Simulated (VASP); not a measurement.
# Os (P6_3/mmc) in VASP: notebook

The runs below take Os through band structure, with PBE.

All numbers are computed with VASP 6.6.1; they aren't measurements. Logs are shortened: lines on timing, memory, paths and dates and some standing lists are left out, and cuts for length are marked.

### 1 The structure

Symmetry: P6_3/mmc, No. 194, hexagonal system. The conventional cell has a = 2.734 Å, b = 2.734 Å, c = 4.320 Å, α = 90.00°, β = 90.00°, γ = 120.00°. Os (site symmetry -6m2) is surrounded by 12 Os at 2.68 to 2.73 Å.

### 2 Band structure, PBE

File POSCAR:

```
Os
1.0
    2.7341000000      0.0000000000      0.0000000000
   -1.3670500000      2.3678000565      0.0000000000
    0.0000000000      0.0000000000      4.3197000000
Os
2
Direct
    0.6666666667      0.3333333333      0.7500000000
    0.3333333333      0.6666666667      0.2500000000
```

File INCAR.step1:

```
  PREC = Accurate
  ENCUT = 500
  EDIFF = 1E-6
  ISMEAR = -1
  SIGMA = 0.05
  LREAL = False
  LASPH = True
  NELM = 100
  ALGO = Fast
  ISIF = 2
  LWAVE = False
  LCHARG = True
  LMAXMIX = 4
  GGA = PE
  NBANDS = 15
```

File KPOINTS.step1:

```
Automatic mesh
0
Gamma
  11 11 6
```

File INCAR.step2:

```
  PREC = Accurate
  ENCUT = 500
  EDIFF = 1E-6
  ISMEAR = 0
  SIGMA = 0.05
  LREAL = False
  LASPH = True
  NELM = 100
  ALGO = Fast
  ISIF = 2
  LWAVE = False
  LCHARG = False
  LMAXMIX = 4
  GGA = PE
  NBANDS = 15
  ICHARG = 11
```

File KPOINTS.step2:

```
path GMKGALHA,LM,KH
10
line-mode
reciprocal
 0.0000000000  0.0000000000  0.0000000000  G
 0.5000000000  0.0000000000  0.0000000000  M

 0.5000000000  0.0000000000  0.0000000000  M
 0.3333333333  0.3333333333  0.0000000000  K

 0.3333333333  0.3333333333  0.0000000000  K
 0.0000000000  0.0000000000  0.0000000000  G

 0.0000000000  0.0000000000  0.0000000000  G
 0.0000000000  0.0000000000  0.5000000000  A

 0.0000000000  0.0000000000  0.5000000000  A
 0.5000000000  0.0000000000  0.5000000000  L

 0.5000000000  0.0000000000  0.5000000000  L
 0.3333333333  0.3333333333  0.5000000000  H

 0.3333333333  0.3333333333  0.5000000000  H
 0.0000000000  0.0000000000  0.5000000000  A

 0.5000000000  0.0000000000  0.5000000000  L
 0.5000000000  0.0000000000  0.0000000000  M

 0.3333333333  0.3333333333  0.0000000000  K
 0.3333333333  0.3333333333  0.5000000000  H
```

Potentials or basis: VASP PAW PBE potentials, release 64 (Os).

Command:

```
> cat potpaw_PBE.64/Os/POTCAR > POTCAR
> cp INCAR.step1 INCAR
> cp KPOINTS.step1 KPOINTS
> mpirun -np 1 vasp_std > vasp.out
> cp INCAR.step2 INCAR
> cp KPOINTS.step2 KPOINTS
> mpirun -np 1 vasp_std > vasp.out
```

OUTCAR:

```text
PREC = Accurate
   ENCUT = 500
   EDIFF = 1E-6
   ISMEAR = 0
   LREAL = False
   LASPH = True
   NELM = 100
   ISIF = 2
   GGA = PE
   ICHARG = 11

 ion  position               nearest neighbor table
   1  0.667  0.333  0.750-   2 2.68   2 2.68   2 2.68   2 2.68   2 2.68   2 2.68
   2  0.333  0.667  0.250-   1 2.68   1 2.68   1 2.68   1 2.68   1 2.68   1 2.68

  LATTYP: Found a hexagonal cell.
 ALAT       =     2.7341000000
 C/A-ratio  =     1.5799348963

  Lattice vectors:

 A1 = (   2.7341000000,   0.0000000000,   0.0000000000)
 A2 = (  -1.3670500000,   2.3678000565,   0.0000000000)
 A3 = (   0.0000000000,   0.0000000000,   4.3197000000)

Analysis of symmetry for initial positions (statically):
=====================================================================
 Subroutine PRICEL returns:
 Original cell was already a primitive cell.

 Routine SETGRP: Setting up the symmetry group for a
 hexagonal supercell.

 Subroutine GETGRP returns: Found 24 space group operations
 (whereof 12 operations were pure point group operations)
 out of a pool of 24 trial point group operations.

The static configuration has the point symmetry D_3d.
 The point group associated with its full space group is D_6h.

Analysis of symmetry for dynamics (positions and initial velocities):
=====================================================================
 Subroutine PRICEL returns:
 Original cell was already a primitive cell.

 Routine SETGRP: Setting up the symmetry group for a
 hexagonal supercell.

 Subroutine GETGRP returns: Found 24 space group operations
 (whereof 12 operations were pure point group operations)
 out of a pool of 24 trial point group operations.

The dynamic configuration has the point symmetry D_3d.
 The point group associated with its full space group is D_6h.

 Subroutine INISYM returns: Found 24 space group operations
 (whereof 12 operations are pure point group operations),
 and found     1 'primitive' translations

----------------------------------------------------------------------------------------

                                     Primitive cell

  volume of cell :      27.9649

  direct lattice vectors                    reciprocal lattice vectors
     2.734100000  0.000000000  0.000000000     0.365751070  0.211166479  0.000000000
    -1.367050000  2.367800057  0.000000000     0.000000000  0.422332957  0.000000000
     0.000000000  0.000000000  4.319700000     0.000000000  0.000000000  0.231497558

  length of vectors
     2.734100000  2.734100000  4.319700000     0.422332957  0.422332957  0.231497558

  position of ions in fractional coordinates (direct lattice)
     0.666666667  0.333333333  0.750000000
     0.333333333  0.666666667  0.250000000

  ion indices of the primitive-cell ions
   primitive index   ion index
                 1           1
                 2           2

----------------------------------------------------------------------------------------

 KPOINTS: path GMKGALHA,LM,KH

Interpolating k-points between supplied coordinates.

 Line segments in fractional coordinates (reciprocal lattice):
    0.000000  0.000000  0.000000  ...  0.500000  0.000000  0.000000
    0.500000  0.000000  0.000000  ...  0.333333  0.333333  0.000000
    0.333333  0.333333  0.000000  ...  0.000000  0.000000  0.000000
    0.000000  0.000000  0.000000  ...  0.000000  0.000000  0.500000
    0.000000  0.000000  0.500000  ...  0.500000  0.000000  0.500000
    0.500000  0.000000  0.500000  ...  0.333333  0.333333  0.500000
    0.333333  0.333333  0.500000  ...  0.000000  0.000000  0.500000
    0.500000  0.000000  0.500000  ...  0.500000  0.000000  0.000000
    0.333333  0.333333  0.000000  ...  0.333333  0.333333  0.500000

 Generated    10 points on each line segment, for a total of     90 k-points:

 Following reciprocal coordinates:
            Coordinates               Weight
  0.000000  0.000000  0.000000      0.011111
  0.055556  0.000000  0.000000      0.011111
  0.111111  0.000000  0.000000      0.011111
  0.166667  0.000000  0.000000      0.011111
  0.222222  0.000000  0.000000      0.011111
  0.277778  0.000000  0.000000      0.011111
[... 16 lines left out ...]
  0.259259  0.259259  0.000000      0.011111
  0.222222  0.222222  0.000000      0.011111
 [... further k-points ...]
   k-points           NKPTS =     90   k-points in BZ     NKDIM =     90   number of bands    NBANDS=     15
   number of dos      NEDOS =    301   number of ions     NIONS =      2
   total plane-waves  NPLWV =  12800
   dimension x,y,z NGX =    20 NGY =   20 NGZ =   32
   dimension x,y,z NGXF=    40 NGYF=   40 NGZF=   64
   ions per type =               2
   NGX,Y,Z   is equivalent  to a cutoff of  12.16, 12.16, 12.32 a.u.
   NGXF,Y,Z  is equivalent  to a cutoff of  24.32, 24.32, 24.63 a.u.
 SYSTEM =  unknown system
   PREC   = accura    normal or accurate (medium, high low for compatibility)
   ISTART =      0    job   : 0-new  1-cont  2-samecut
   ICHARG =     11    charge: 1-file 2-atom 10-const
   ISPIN  =      1    spin polarized calculation?
   LNONCOLLINEAR =      F non collinear calculations
   LSORBIT =      F    spin-orbit coupling
   LASPH  =      T    aspherical Exc in radial PAW
   ENCUT  =  500.0 eV  36.75 Ry    6.06 a.u.   4.98  4.98  7.88*2*pi/ulx,y,z
   NELM   =    100;   NELMIN=  2; NELMDL=  0     # of ELM steps
   EDIFF  = 0.1E-05   stopping-criterion for ELM
   LREAL  =      F    real-space projection
   EDIFFG = 0.1E-04   stopping-criterion for IOM
   NSW    =      0    number of steps for IOM
   IBRION =     -1    ionic relax: 0-MD 1-quasi-New 2-CG
   NFREE  =      0    steps in history (QN), initial steepest desc. (CG)
   ISIF   =      2    stress and relaxation
   ISYM   =      2    0-nonsym 1-usesym 2-fastsym
   POTIM  = 0.5000    time-step for ionic-motion
   TEBEG  =    0.0;   TEEND  =   0.0 temperature during run
   PSTRESS=    0.0 pullay stress
   NELECT =      16.0000    total number of electrons
   NUPDOWN=      -1.0000    fix difference up-down
   EMIN   =  10.00;   EMAX   =-10.00  energy-range for DOS
   EFERMI =   0.00;   METHOD = LEGACY
   ISMEAR =     0;   SIGMA  =   0.05  broadening in eV -4-tet -1-fermi 0-gaus
   EFERMI_NEDOS =   21; number of points for ismear=-14 and -15
   IALGO  =     68    algorithm
   IMIX   =      4    mixing-type and parameters
     AMIX     =   0.40;   BMIX     =  1.00
     AMIX_MAG =   1.60;   BMIX_MAG =  1.00
  volume/ion in A,a.u.               =      13.98        94.36
  Fermi-wavevector in a.u.,A,eV,Ry     =   1.359076  2.568282 25.131161  1.847088
  Thomas-Fermi vector in A             =   2.485855
   LORBIT       =      0    0 simple, 1 ext, 2 COOP (PROOUT), +10 PAW based schemes
   GGA     = PE    functional components
   LHFCALC =     F    Hartree Fock is set to
   AEXX    =    0.0000 exact exchange contribution
   IVDW    =     0    specifies the selected vdW correction
   LEPSILON=     F    determine dielectric tensor
   LRPA    =     F    only Hartree local field effects (RPA)
 non-spin polarized calculation
 RMM-DIIS sequential band-by-band and
 Gauss-broadening in eV      SIGMA  =   0.05
  energy-cutoff  :      500.00
  volume of cell :       27.96
 maximum number of plane-waves:       732
 NGX is ok and might be reduce to    20

 number of electron      15.9999998 magnetization

 Free energy of the ion-electron system (eV)
  ---------------------------------------------------
  ext. energy  EPLUGINS =         0.00000000
  ---------------------------------------------------
  free energy    TOTEN  =       -22.65118439 eV

  energy without entropy =      -22.65046775  energy(sigma->0) =      -22.65082607

 E-fermi :   9.5453     XC(G=0): -14.0602

 val. band max:        9.4978424039   @ k =   0.0000   0.0000   0.0000
 cond. band min:       9.5783146558   @ k =   0.2778   0.0000   0.0000
 fundamental gap:      0.0804722518
 Fermi energy:         9.5452945603

 k-point     1 :       0.0000    0.0000    0.0000
  band No.  band energies     occupation
      1      -1.4738      2.00000
      2       1.6783      2.00000
      3       6.4206      2.00000
      4       6.4206      2.00000
      5       6.6716      2.00000
      6       7.2634      2.00000
      7       7.2634      2.00000
      8       7.9116      2.00000
      9       7.9116      2.00000
     10       9.4978      1.82045
     11      11.1646      0.00000
     12      11.1646      0.00000
     13      18.5540      0.00000
     14      23.5105      0.00000
     15      26.2353      0.00000

 k-point     2 :       0.0556    0.0000    0.0000
  band No.  band energies     occupation
      1      -1.3482      2.00000
      2       1.7904      2.00000
      3       6.1319      2.00000
      4       6.5311      2.00000
      5       6.9255      2.00000
      6       7.1871      2.00000
      7       7.3666      2.00000
      8       7.7606      2.00000
      9       7.8209      2.00000
     10       8.8932      2.00000
     11      11.2280      0.00000
     12      11.9530      0.00000
     13      18.5451      0.00000
     14      23.7723      0.00000
     15      26.3918      0.00000

 k-point     3 :       0.1111    0.0000    0.0000
  band No.  band energies     occupation
      1      -0.9819      2.00000
      2       2.1044      2.00000
      3       5.7092      2.00000
      4       6.8583      2.00000
      5       6.9521      2.00000
      6       7.1528      2.00000
      7       7.3210      2.00000
      8       7.5809      2.00000
      9       7.6712      2.00000
     10       8.2533      2.00000
     11      11.3888      0.00000
     12      13.3067      0.00000
     13      18.4992      0.00000
     14      24.4843      0.00000
     15      26.8254      0.00000
[... 343 lines left out ...]
 k-point    23 :       0.2593    0.2593    0.0000
  band No.  band energies     occupation
      1       3.1772      2.00000
      2       3.4050      2.00000
      3       4.0822      2.00000
      4       4.4421      2.00000
      5       5.7069      2.00000
      6       6.7334      2.00000
      7       7.5314      2.00000
      8       9.9097      0.00000
      9      11.5746      0.00000
     10      11.6589      0.00000
     11      13.6604      0.00000
     12      16.7359      0.00000
     13      18.2997      0.00000
     14      20.0665      0.00000
     15      22.6620      0.00000

 k-point    24 :       0.2222    0.2222    0.0000
  band No.  band energies     occupation
      1       2.7943      2.00000
      2       3.5509      2.00000
      3       3.9794      2.00000
      4       4.1696      2.00000
      5       5.7545      2.00000
      6       7.0024      2.00000
      7       7.1253      2.00000
      8       9.3256      2.00000
      9      11.0667      0.00000
     10      11.7325      0.00000
     11      12.3900      0.00000
     12      18.1131      0.00000
     13      19.6426      0.00000
     14      20.2047      0.00000
     15      20.9278      0.00000

 [... further k-points ...]

------------------------ aborting loop because EDIFF is reached ----------------------------------------

  FORCE on cell =-STRESS in cart. coord.  units (eV):
  Direction    XX          YY          ZZ          XY          YZ          ZX
  --------------------------------------------------------------------------------------
  -------------------------------------------------------------------------------------
  Total        0.1219935      0.1219935      3.8616880      0.0000000      0.0000000     -0.0000000
  in kB        6.9893108      6.9893108    221.2456565      0.0000000      0.0000000     -0.0000000
  external PRESSURE =      78.4080927 kB  Pullay stress =       0.0000000 kB

 VOLUME and BASIS-vectors are now :
 -----------------------------------------------------------------------------
  energy-cutoff  :      500.00
  volume of cell :       27.96
      direct lattice vectors                 reciprocal lattice vectors
     2.734100000  0.000000000  0.000000000     0.365751070  0.211166479  0.000000000
    -1.367050000  2.367800057  0.000000000     0.000000000  0.422332957  0.000000000
     0.000000000  0.000000000  4.319700000     0.000000000  0.000000000  0.231497558

 POSITION                                       TOTAL-FORCE (eV/Angst)
 -----------------------------------------------------------------------------------
      1.36705      0.78927      3.23977        -0.000000      0.000000     -0.000000
     -0.00000      1.57853      1.07993         0.000000      0.000000      0.000000
 -----------------------------------------------------------------------------------
    total drift:                               -0.000000      0.000000     -0.000000

  FREE ENERGIE OF THE ION-ELECTRON SYSTEM (eV)
  ---------------------------------------------------
  free  energy   TOTEN  =       -22.6511843902 eV

  energy  without entropy=      -22.6504677497  energy(sigma->0) =      -22.65082607
```

Run time: 39 s. Hardware: 1 thread of Intel Xeon Platinum 8375C at 2.90GHz (Ice Lake), shared host; peak memory 0.15 GiB.

Results:

* Band gap along the path: none (metal or under the smearing width)

Levels at the corners of the path, in eV from the Fermi level:
```tsv
point	band 5	band 6	band 7	band 8	band 9	band 10	band 11	band 12
Γ	-2.76	-2.17	-2.17	-1.52	-1.52	0.07	1.73	1.73
M	-2.87	-2.53	-1.84	2.09	2.65	2.77	4.47	5.77
M	-2.87	-2.53	-1.84	2.09	2.65	2.77	4.47	5.77
K	-3.39	-3.39	-1.29	1.53	1.53	2.11	5.44	5.44
K	-3.39	-3.39	-1.29	1.53	1.53	2.11	5.44	5.44
Γ	-2.76	-2.17	-2.17	-1.52	-1.52	0.07	1.73	1.73
Γ	-2.76	-2.17	-2.17	-1.52	-1.52	0.07	1.73	1.73
A	-3.21	-3.21	-3.21	-3.21	0.94	0.94	0.94	0.94
A	-3.21	-3.21	-3.21	-3.21	0.94	0.94	0.94	0.94
L	-1.16	-1.16	-0.12	-0.12	2.43	2.43	3.35	3.35
L	-1.16	-1.16	-0.12	-0.12	2.43	2.43	3.35	3.35
H	-3.39	-3.39	-1.31	-1.31	1.68	1.68	8.40	8.40
H	-3.39	-3.39	-1.31	-1.31	1.68	1.68	8.40	8.40
A	-3.21	-3.21	-3.21	-3.21	0.94	0.94	0.94	0.94
L	-1.16	-1.16	-0.12	-0.12	2.43	2.43	3.35	3.35
M	-2.87	-2.53	-1.84	2.09	2.65	2.77	4.47	5.77
K	-3.39	-3.39	-1.29	1.53	1.53	2.11	5.44	5.44
H	-3.39	-3.39	-1.31	-1.31	1.68	1.68	8.40	8.40
```

Caveat: the log is that of the step along the path at fixed density, whose energy, stress, charges and moments have no meaning; spin-orbit coupling is left out, which moves the levels of the heavy elements.

[end of part 1 of 2]
